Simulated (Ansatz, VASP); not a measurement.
# HfC in VASP and in Ansatz

INCAR

```
PREC = Accurate
ENCUT = 600
EDIFF = 1E-6
ISMEAR = -1
SIGMA = 0.05
LREAL = False
LASPH = True
NELM = 60
ALGO = Normal
ISIF = 3
LWAVE = False
LCHARG = False
GGA = RE
IVDW = 12
IBRION = 2
NSW = 40
EDIFFG = -0.02
```

Contents of KPOINTS:

```
regular mesh
0
Gamma
  10 10 10
```

The input POSCAR:

```
HfC
1.0
    0.0000000000      2.3250000000      2.3250000000
    2.3250000000      0.0000000000      2.3250000000
    2.3250000000      2.3250000000      0.0000000000
Hf C
1 1
Direct
    0.5000000000      0.5000000000      0.5000000000
    0.0000000000      0.0000000000      0.0000000000
```

input.yaml

```yaml
crystal:
  lattice:
    - [0.0, 2.325, 2.325]
    - [2.325, 0.0, 2.325]
    - [2.325, 2.325, 0.0]
  atoms:
    - { symbol: Hf, position: [0.5, 0.5, 0.5] }
    - { symbol: C, position: [0.0, 0.0, 0.0] }
hamiltonian:
  xc: revpbe
  pseudopotentials: { kind: paw }
  dispersion: d3bj
kpoints:
  mp_grid: { grid: [10, 10, 10] }
scf:
  occupations: { method: fermi_dirac, width: 0.05 }
output:
  forces: true
  stress: true
  write_density: true
  write_potential: true
  elf: true
  volumetric_format: npy
relax:
  f_tol: 0.01
  max_steps: 40
  cell: { stress_tol: 0.05 }
```

Alike in both runs: task relaxation of cell and atoms; functional revPBE; dispersion D3(BJ); k mesh 10 × 10 × 10; occupations fermi-dirac, width 0.05 eV; no spin polarisation.

|  | VASP | Ansatz |
| --- | --- | --- |
| version | VASP 6.6.1 | Ansatz 0.2.0 |
| potentials or method | VASP PAW PBE potentials, release 64 (Hf_pv, C) | Ansatz PAW |
| plane-wave cutoff (eV) | 600 | 420 |
| valence electrons in the cell | 14 | 30 |

|  | VASP | Ansatz | Ansatz less VASP |
| --- | --- | --- | --- |
| gap on the k mesh at the Fermi level, each at its own relaxed structure (eV) | none | none | - |
| relaxed volume (Å³/atom) | 12.23 | 12.26 | +0.034 |
| relaxed cell length with the largest relative difference (Å) | 3.258 | 3.261 | +0.0030 |
| energy change over the relaxation (meV/atom) | -7 | -6 | +1.6 |

A gap of «none» marks a metal or a gap that the smearing closes. The two sets of potentials don't hold the same shells in valence.

Caveats: pairwise dispersion overbinds metals, which lowers pressure and volume; the PAW data sets were made with another functional, which shifts forces and pressure a little (VASP); the plane-wave basis is chosen anew once the cell has moved, so the energies of steps on either side of that aren't comparable (Ansatz); the PAW data sets come from PBE, with cores solved anew for the run's functional, which leaves a small shift of forces and pressure (Ansatz). Spin-orbit coupling is left out, which matters for the levels of Hf.
